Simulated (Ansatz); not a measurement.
This Sn₂Ge structure is the end of a relaxation. The cell was found from a structure generator's guess, not taken from experiment.

Computed with DFT PBE, scalar-relativistic, plane waves, PAW (Ansatz 0.2.0). Cutoff 420 eV, Γ-centred mesh, Gaussian smearing, no spin polarisation.

```
CELL_PARAMETERS angstrom
-1.74116 1.74116 6.18261
1.74116 -1.74116 6.18261
1.74116 1.74116 -6.18261
ATOMIC_POSITIONS crystal
Sn 0.84707 0.84707 0.00000
Sn 0.15293 0.15293 0.00000
Ge 0.50000 0.50000 0.00000
```

The zero of energy is the elements' standard structures at the same level; no fitted shifts are applied. The references include grey tin.

(1) Find its symmetry and describe it.

(2) What is its formation energy per atom?

(3) Is it a metal?

Answers

(1) I4/mmm (No. 139). Conventional cell: a = 3.482 Å, c = 12.365 Å. Around Sn lie 4 Ge at 3.10 Å, 8 Sn at 3.44–3.48 Å and 1 Sn at 3.78 Å; around Ge lie 8 Sn at 3.10 Å and 4 Ge at 3.48 Å.

(2) +0.15 eV/atom. The separate elements lie lower, so it is unstable against them.

(3) Yes, bands cross the Fermi level on the 14×14×14 mesh.

The last run used a 14×14×14 mesh for its 3-atom cell and Gaussian smearing of 0.10 eV. The end has Fmmm (No. 69) at a tolerance of 0.01 Å; the cell shown is made exact in the group found at 0.05 Å. A structure relaxed within its symmetry needn't be a true minimum. Another cell of Sn2Ge relaxed alike, in P-3m1, lies 120 meV/atom lower, so this cell isn't the stable form at this level.
